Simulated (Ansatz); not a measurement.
# Cl under changes of volume

One of the cells (29.048 Å³/atom); the others are scaled copies at fixed shape and fractional positions:

```xyz
4
Lattice="3.1450 -2.2500 0.0000 3.1450 2.2500 0.0000 0.0000 0.0000 8.2100" Properties=species:S:1:pos:R:3 pbc="T T T"
Cl    3.1450    0.5850    3.2840
Cl    3.1450    1.6650    7.3890
Cl    3.1450   -0.5850    4.9260
Cl    3.1450   -1.6650    0.8210
```

| Property | Result |
| --- | --- |
| Program | Ansatz 0.2.0 |
| Functional | PBEsol |
| Potentials or basis | Ansatz PAW |
| Cutoff | 420 eV (not typed: the program's choice for these potentials) |
| k mesh | 7 × 7 × 4 |
| Occupations | fermi-dirac, width 0.05 eV |
| Spin | no spin polarisation |

```tsv
volume (Å³/atom)	energy over the lowest point (meV/atom)	pressure (GPa)	gap on the mesh (eV)	largest force (eV/Å)
27.305	2.20	0.9	2.65	0.657
27.886	0.00	0.3	2.58	0.379
28.467	0.10	-0.3	2.50	0.143
29.048	2.25	-0.9	2.43	0.173
29.629	6.23	-1.3	2.36	0.382
30.210	?	?	?	?
30.791	18.88	-2.1	2.23	0.782
```

**Question.** What does the run at 30.210 Å³/atom give?

**Answer.** Energy over the lowest point 11.83 meV/atom; pressure -1.8 GPa; gap on the mesh 2.29 eV; largest force 0.588 eV/Å.

Worked out: A Birch-Murnaghan fit of order 3 (a polynomial in V^(-2/3)) to the other rows has its minimum at 28.15 Å³/atom with B0 = V·E''(V) = 29 GPa and B' = 4.6 at fixed shape and positions, which overstates the stiffness. It gives 11.83 meV/atom at 30.210 Å³/atom, against the run's 11.83, and -dE/dV = -1.8 GPa, against -1.8. A straight line through the other rows of the gap, of slope -3.52 eV per unit of ln V, gives 2.29 eV, against the run's 2.29.

Energies are extrapolated to zero smearing.

Caveats: odd divisions of the mesh miss points on the zone boundary, where band edges often lie, so the gap on the mesh can be too wide; the PAW data sets come from PBE, with cores solved anew for the run's functional, which leaves a small shift of forces and pressure.

A mesh can miss the band edges.
